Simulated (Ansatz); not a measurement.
LaAlO₃:
```xyz
5
Lattice="3.8124 0.0000 0.0000 0.0000 3.8124 0.0000 0.0000 0.0000 3.8124" Properties=species:S:1:pos:R:3 pbc="T T T"
La     1.9062     1.9062     1.9062
Al     0.0000     0.0000     0.0000
O      0.0000     1.9062     0.0000
O      1.9062     0.0000     0.0000
O      0.0000     0.0000     1.9062
```

This is the PBE-relaxed structure.

Task: All from plane-wave PAW PBE (Ansatz code), unless another level is named. Give the bulk modulus (Birch–Murnaghan fit).

Result: 192 GPa.

Task: Predict the highest zone-centre frequency (without LO–TO term).

Result: 19.14 THz.

Task: Give the elastic constants (relaxed ions, GPa).

Result: C11 = 327, C12 = 124, C44 = 151.

Space group Pm-3m (cubic perovskite). This is a known high-temperature phase of the composition, computed here at zero pressure and temperature. The cell was relaxed with PBE under the symmetry of its start. At this level the phase is dynamically unstable (imaginary phonons). Scalar-relativistic: spin–orbit coupling is off unless named, which matters more the heavier the elements.

Potentials: the later of the program's two PAW sets.
